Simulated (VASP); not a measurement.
Input of a VASP 6.6.1 run:

File INCAR:

```
  ALGO = Normal
  EDIFF = 1E-7
  ENCUT = 520
  GGA = PE
  ISIF = 2
  ISMEAR = -1
  LASPH = T
  LCHARG = F
  LREAL = F
  LWAVE = F
  NBANDS = 19
  NELM = 80
  PREC = Accurate
  SIGMA = 0.05
```

KPOINTS

```
k-points
0
Gamma
  6 6 6
```

File POSCAR:

```
K2S
1.0
    0.0000000000      3.7069394613      3.7069394613
    3.7069394613      0.0000000000      3.7069394613
    3.7069394613      3.7069394613      0.0000000000
K S
2 1
Direct
    0.2500000000      0.2500000000      0.2500000000
    0.7500000000      0.7500000000      0.7500000000
    0.0000000000      0.0000000000      0.0000000000
```

Potentials or basis: VASP PAW PBE potentials, release 64 (K_sv, S).

Run with:

```bash
$ cat potpaw_PBE.64/K_sv/POTCAR potpaw_PBE.64/S/POTCAR > POTCAR
$ mpirun -np 1 vasp_std > vasp.out
```

Problem. Estimate the band gap on the k mesh.

Solution. 2.37 eV, indirect (least direct gap 2.56 eV).

Problem. What does it give for the pressure?

Solution. 0.4 GPa.

A k mesh can miss the band edges. A hybrid or GW would open this gap; PBE tends to underestimate it.
